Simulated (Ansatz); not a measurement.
Space group Fm-3m (No. 225). a = 6.218 Å, b = 6.218 Å, c = 6.218 Å, α = 90.00°, β = 90.00°, γ = 90.00°
```tsv
atom	site	symmetry	x	y	z
Pb	4a	m-3m	0.0000	0.0000	0.0000
Se	4b	m-3m	0.5000	0.0000	0.0000
```

Equation of state of this PbSe structure (not necessarily the ground state), with shape and atoms relaxed at each volume where symmetry leaves them free. Theory: Ansatz, DFT PBE, scalar-relativistic, plane waves, PAW.

Settings: cutoff 420 eV, Γ-centred mesh 10×10×10 on the computed 2-atom cell, Gaussian smearing of 0.01 eV; no spin polarisation.

| V (Å³/atom) | E − E(largest V) (meV/atom) | P (GPa) | gap on mesh (eV) |
| --- | --- | --- | --- |
| 28.247 | 3.49 | 3.32 | 0.23 |
| 29.148 | -9.99 | 1.52 | 0.34 |
| 30.050 | -14.17 | 0.00 | 0.43 |
| 30.951 | -10.44 | -1.29 | 0.52 |
| 31.853 | 0.00 | -2.39 | 0.59 |

Task: Fit a third-order Birch–Murnaghan equation to E(V).

Result: V0 = 30.05 Å³/atom, B0 = 47 GPa, B0' = 4.4.

Spin-orbit coupling is left out, which matters for the bands of heavy elements.